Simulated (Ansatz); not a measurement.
# Structures of LiNbO3: which is lowest?

Plane-wave DFT in Ansatz with scalar-relativistic PAW potentials, cutoff 420 eV, Γ-centred meshes chosen by cell and gap, Gaussian smearing with energies taken to zero width. Every cell was relaxed (cell and atoms) in a run of its own, within the symmetry of its start. Functional: LDA.

Relaxed structures (starts from databases or built by putting these elements on another compound's sites):
A. R3c, 10 atoms in the computed cell, a = 5.068 Å, c = 13.687 Å; sites (symmetry × multiplicity) Li 3. × 6, Nb 3. × 6, O 1 × 18; start: database
B. R-3c, 10 atoms in the computed cell, a = 5.124 Å, c = 13.555 Å; sites (symmetry × multiplicity) Li 32 × 6, Nb -3. × 6, O .2 × 18; start: database

Task: Rank them by energy. Could pressure change the order?

Result:
```csv
structure,group,E − E(lowest) (meV/atom),V (Å³/atom),gap on mesh (eV)
A,R3c,0.0,10.15,3.51
B,R-3c,26.1,10.27,2.63
```

A is lowest, 26 meV/atom under B. The lowest is also the densest of these, so pressure wouldn't bring one of the others in at first order. Other structures may lie lower than all of these, and vibrations aren't counted.